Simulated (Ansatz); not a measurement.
**Structure relaxation of InSe**

All numbers below come from Ansatz, DFT PBE, scalar-relativistic, plane waves, PAW. Cutoff 420 eV, Γ-centred k mesh, Gaussian smearing, no spin polarisation in the final step.

The start is a database structure of InSe, space group R3m (No. 160).

```
In Se
1.0
     2.00000    1.15470    8.31667
    -2.00000    1.15470    8.31667
     0.00000   -2.30940    8.31667
In Se
2 2
Direct
  0.00000 0.00000 0.00000
  0.11220 0.11220 0.11220
  0.61550 0.61550 0.61550
  0.83000 0.83000 0.83000
```

Steps on the 12×12×12 mesh (4 atoms). 7 of 9 steps are shown, and the free energy counts from the last. Trial steps that were taken back and renewals of the plane-wave basis can be among the rows.

| step | ΔF (meV/atom) | V (Å³/atom) | P (GPa) | largest force component (eV/Å) |
| --- | --- | --- | --- | --- |
| 1 | 24.4 | 28.81 | 2.89 | 0.218 |
| 2 | 6.6 | 32.67 | -0.39 | 0.176 |
| 3 | 3.6 | 32.37 | -0.49 | 0.157 |
| 4 | 1.6 | 32.27 | 0.02 | 0.064 |
| 5 | 1.1 | 32.46 | 0.13 | 0.022 |
| 6 | 0.8 | 32.80 | 0.14 | 0.023 |
| 9 | 0.0 | 33.31 | 0.00 | 0.004 |

A final relaxation ran on a 12×12×12 mesh. The relaxed crystal, R3m (No. 160):

Space group R3m:H (No. 160). a = 4.089 Å, b = 4.089 Å, c = 27.605 Å, α = 90.00°, β = 90.00°, γ = 120.00°
```tsv
atom	site	symmetry	x	y	z
In	3a	3m	0.0000	0.0000	0.0049
In	3a	3m	0.0000	0.0000	0.1073
Se	3a	3m	0.3333	0.6667	0.2922
Se	3a	3m	0.6667	0.3333	0.1534
```

```json
{
  "Volume per atom": "33.3 Å³",
  "Density": "4.8 g/cm³",
  "Energy over the elements": "-0.526 eV/atom",
  "Gap on the 12×12×12 mesh": "0.70 eV"
}
```

Formation energies are uncorrected and refer to the elements' standard structures at the same level.

The final run used a 12×12×12 mesh on its 4-atom cell and 0.02 eV smearing. Weakly bound directions are ill-defined at this level, which has no dispersion term.

Symmetry constrained the relaxation, so the result can be a saddle point.

Cost: 3 runs of about 6.9 core-minutes in all, on Intel Xeon 6975P-C (Granite Rapids) (shared hosts).